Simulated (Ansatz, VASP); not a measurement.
**H in VASP and in Ansatz**

```xyz
4
Lattice="1.6485 -2.7317 0.0000 1.6485 2.7317 0.0000 0.0000 0.0000 6.4716" Properties=species:S:1:pos:R:3 pbc="T T T"
H     1.6485   -0.3705    6.4685
H     1.6485    0.3705    0.0031
H     1.6485    0.3705    3.2327
H     1.6485   -0.3705    3.2389
```

Change from the starting cell: strain +0.000 along x and y, +0.025 along z, atoms carried along.

Alike in both runs: task single point; functional LDA; k mesh 8 × 8 × 4; occupations gaussian, width 0.05 eV; no spin polarisation.

```csv
,VASP,Ansatz
version,VASP 6.6.1,Ansatz 0.2.0
potentials or method,"VASP PAW LDA potentials, release 64 (H)","scalar-relativistic, plane waves, PAW"
plane-wave cutoff (eV),520,420
valence electrons in the cell,4,4
```

Ansatz gave:

* gap on the k mesh at the Fermi level (eV): 7.90
* least direct gap on the mesh (eV): 7.91
* pressure (GPa): 0.9
* largest component of the traceless stress (GPa): 2.46
* rms of the force components (eV/Å): 0.560

Problem. Which values does VASP return?

Solution. gap on the k mesh at the Fermi level (eV): 7.89; least direct gap on the mesh (eV): 7.90; pressure (GPa): 0.7; largest component of the traceless stress (GPa): 2.46; rms of the force components (eV/Å): 0.565.

Atom by atom the forces differ by 0.005 eV/Å (rms over components).

A k mesh can miss the band edges.
